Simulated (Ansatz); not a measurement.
**AgCl (Chlorargyrite) in Ansatz: convergence with cutoff**

Input of the first run (cutoff 80 eV); the others differ in this setting and in those tied to it:

Contents of input.yaml:

```yaml
crystal:
  lattice:
    - [0.0, 2.735, 2.735]
    - [2.735, 0.0, 2.735]
    - [2.735, 2.735, 0.0]
  atoms:
    - { symbol: Ag, position: [0.0, 0.0, 0.0] }
    - { symbol: Cl, position: [0.5, 0.5, 0.5] }
kpoints:
  mp_grid: { grid: [8, 8, 8] }
scf:
  occupations: { method: fermi_dirac, width: 0.05 }
hamiltonian:
  xc: lda
  pseudopotentials: { kind: all_electron, lapw: { basis_error: 0.001 } }
output:
  forces: true
  stress: true
  eigenvalues: true
basis:
  ecutwfc: 80
```

Potentials or basis: all-electron LAPW, scalar-relativistic.

Launch:

```bash
$ ansatz run input.yaml --threads 1 --pin off --max-ram 3072MiB --backend cpu --events-out ev --progress --plain --runs-dir out
```

Hardware: 1 thread of Arm Neoverse V1, with other jobs on the host.

| cutoff | energy less the tightest run, at zero smearing (meV/atom) | pressure (GPa) | gap on the mesh (eV) | SCF cycles | CPU time (s) | peak memory (GiB) |
| --- | --- | --- | --- | --- | --- | --- |
| 80 eV | 262.39 | -2.08 | 0.603 | 7 | 3.2 | 0.23 |
| 110 eV | 46.00 | -3.52 | 0.606 | 7 | 3.5 | 0.24 |
| 140 eV | 9.44 | -3.72 | 0.612 | 7 | 4 | 0.25 |
| 180 eV | 1.37 | -3.76 | 0.613 | 7 | 4.6 | 0.26 |
| 230 eV | 0.13 | -3.76 | 0.613 | 7 | 5.2 | 0.27 |
| 290 eV | -0.01 | -3.76 | 0.613 | 7 | 7.4 | 0.29 |
| 360 eV | 0.00 | -3.76 | 0.613 | 7 | 9.2 | 0.34 |
| 450 eV | 0.00 | -3.76 | 0.613 | 7 | 15 | 0.43 |
| 560 eV | 0.00 | -3.76 | 0.613 | 7 | 21 | 0.57 |

Against the tightest run, the energy stays within 1 meV/atom from 230 eV on; the pressure stays within 0.1 GPa from 140 eV on; the gap on the mesh stays within 0.01 eV from 80 eV on. The tightest run that finished is the yardstick and may itself not be fully converged.
